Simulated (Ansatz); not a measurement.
Starting structure of a cell relaxation (symmetry kept):

```
Te
1.0
     3.13077    0.00000    0.00000
     0.00000    4.74291    0.00000
     0.00000    0.00000    8.98561
Te
4
Direct
  0.50000 0.54527 0.76081
  0.50000 0.45473 0.26081
  0.50000 0.98747 0.00919
  0.50000 0.01253 0.50919
```

Theory: DFT PBE, scalar-relativistic, plane waves, PAW in Ansatz 0.2.0.

Settings: cutoff 420 eV, Γ-centred mesh 14×10×6 on the computed 4-atom cell, Gaussian smearing of 0.10 eV; no spin polarisation.

Question: What does it relax to?

Answer: The volume decreases by 0.59 Å³/atom to 32.77 Å³/atom, and the energy falls by 9.5 meV/atom. Final structure:
```cif
data_structure
_symmetry_space_group_name_H-M 'P 1'
_symmetry_Int_Tables_number 1
_cell_length_a 3.2069
_cell_length_b 4.5149
_cell_length_c 9.0527
_cell_angle_alpha 90.000
_cell_angle_beta 90.000
_cell_angle_gamma 90.000
_cell_volume 131.07
loop_
_atom_site_label
_atom_site_type_symbol
_atom_site_fract_x
_atom_site_fract_y
_atom_site_fract_z
_atom_site_occupancy
Te1 Te 0.50000 0.49948 0.76000 1
Te2 Te 0.50000 0.50052 0.26000 1
Te3 Te 0.50000 0.00014 0.01000 1
Te4 Te 0.50000 0.99986 0.51000 1
```

This simple cubic form isn't the element's structure at ambient conditions.